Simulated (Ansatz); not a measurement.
GeO₂:
```
CELL_PARAMETERS angstrom
      4.37929     0.00000     0.00000
      0.00000     4.37929     0.00000
      0.00000     0.00000     2.86451
ATOMIC_POSITIONS crystal
  Ge 0.00000 0.00000 0.00000
  Ge 0.50000 0.50000 0.50000
  O  0.30582 0.30582 0.00000
  O  0.19418 0.80582 0.50000
  O  0.69418 0.69418 0.00000
  O  0.80582 0.19418 0.50000
```

Relaxed with LDA.

Problem. Which orbitals make up the states near the band edges in plane-wave PAW LDA (Ansatz code)?

Solution. Top 1 eV of the valence band: O 2p 98 %. Bottom 1 eV of the conduction band: Ge 4s 50 %, O 2s 31 %, O 2p 15 %. Projections are on Löwdin-orthogonalised atomic valence shells; empty p or d shells of many metals are not among them.

Problem. Tabulate the density of states.

Solution. States/eV per cell of 6 atoms, in 0.25 eV bins, energy from the valence-band maximum.

```csv
E (eV),total,O 2p,Ge 4s,Ge 4p
-7.85,0.83,0.51,0.16,0.08
-7.60,0.77,0.48,0.13,0.08
-7.35,0.82,0.53,0.11,0.10
-7.10,1.62,1.12,0.09,0.33
-6.85,2.07,1.46,0.08,0.44
-6.60,1.99,1.42,0.08,0.41
-6.35,1.88,1.35,0.07,0.38
-6.10,2.10,1.53,0.06,0.42
-5.85,2.41,1.77,0.07,0.48
-5.60,3.00,2.24,0.07,0.59
-5.35,2.86,2.15,0.06,0.53
-5.10,2.83,2.14,0.05,0.49
-4.85,2.51,1.95,0.04,0.40
-4.60,2.80,2.24,0.04,0.38
-4.35,2.36,1.94,0.03,0.28
-4.10,2.09,1.73,0.02,0.24
-3.85,2.49,2.08,0.02,0.27
-3.60,2.65,2.25,0.02,0.25
-3.35,2.35,2.04,0.02,0.18
-3.10,2.86,2.53,0.02,0.18
-2.85,3.88,3.54,0.02,0.16
-2.60,4.32,4.04,0.01,0.12
-2.35,3.56,3.39,0.01,0.06
-2.10,4.00,3.86,0.01,0.04
-1.85,4.36,4.20,0.02,0.05
-1.60,5.03,4.86,0.02,0.04
-1.35,5.75,5.63,0.01,0.02
-1.10,5.09,4.99,0.00,0.02
-0.85,2.93,2.87,0.00,0.02
-0.60,1.10,1.08,0.00,0.01
-0.35,0.54,0.53,0.00,0.00
-0.10,0.16,0.15,0.00,0.00
0.15,0.00,0.00,0.00,0.00
0.40,0.00,0.00,0.00,0.00
0.65,0.00,0.00,0.00,0.00
0.90,0.00,0.00,0.00,0.00
1.15,0.00,0.00,0.00,0.00
1.40,0.00,0.00,0.00,0.00
1.65,0.00,0.00,0.00,0.00
1.90,0.00,0.00,0.00,0.00
2.15,0.02,0.00,0.01,0.00
2.40,0.05,0.01,0.02,0.00
2.65,0.07,0.01,0.03,0.00
2.90,0.10,0.02,0.05,0.00
3.15,0.13,0.03,0.06,0.00
3.40,0.17,0.04,0.08,0.01
3.65,0.22,0.06,0.10,0.01
3.90,0.28,0.08,0.13,0.01
4.15,0.36,0.10,0.16,0.02
4.40,0.47,0.14,0.21,0.02
4.65,0.71,0.21,0.32,0.04
4.90,1.31,0.40,0.60,0.08
5.15,2.19,0.70,1.02,0.14
5.40,2.17,0.72,1.01,0.14
5.65,1.95,0.66,0.90,0.11
5.90,1.76,0.61,0.82,0.09
6.15,1.21,0.44,0.57,0.07
6.40,1.23,0.47,0.60,0.05
6.65,0.79,0.31,0.39,0.03
```

Space group P4_2/mnm (rutile). Symmetry was held in the LDA relaxation; phonons on a q-mesh show no instability. Scalar-relativistic: spin–orbit coupling is off unless named, which matters more the heavier the elements.

Potentials: the later of the program's two PAW sets.
